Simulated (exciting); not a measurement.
# C under changes of volume

One of the cells (5.672 Å³/atom); the others are scaled copies at fixed shape and fractional positions:

```
C
1.0
     0.00000    1.78337    1.78337
     1.78337    0.00000    1.78337
     1.78337    1.78337    0.00000
C
2
Direct
  0.75000 0.75000 0.75000
  0.50000 0.50000 0.50000
```

This isn't the form of C at room conditions, which is graphite.

| Quantity | Value |
| --- | --- |
| Program | exciting (release sodium) |
| Functional | LDA-vBH |
| Potentials or basis | all-electron LAPW+lo, shipped species files, valence relativity iora* |
| rgkmax | 7.5 |
| k mesh | 9 × 9 × 9 |
| Occupations | methfessel-paxton, width 0.01 eV |
| Spin | no spin polarisation |

```tsv
volume (Å³/atom)	energy over the lowest point (meV/atom)	gap on the mesh (eV)
5.332	?	?
5.445	0.00	4.24
5.558	0.52	4.18
5.672	7.52	4.13
5.785	20.52	4.08
5.899	38.88	4.04
6.012	62.10	3.99
```

Question: What does the run at 5.332 Å³/atom give?

Answer: Energy over the lowest point 6.70 meV/atom; gap on the mesh 4.29 eV.

Worked out: A Birch-Murnaghan fit of order 3 (a polynomial in V^(-2/3)) to the other rows has its minimum at 5.49 Å³/atom with B0 = V·E''(V) = 470 GPa and B' = 3.6. It gives 6.61 meV/atom at 5.332 Å³/atom, against the run's 6.70. A straight line through the other rows of the gap, of slope -2.48 eV per unit of ln V, extrapolates to 4.29 eV, against the run's 4.29.

Caveats: an odd mesh through Γ misses points on the zone boundary, where band edges often lie.
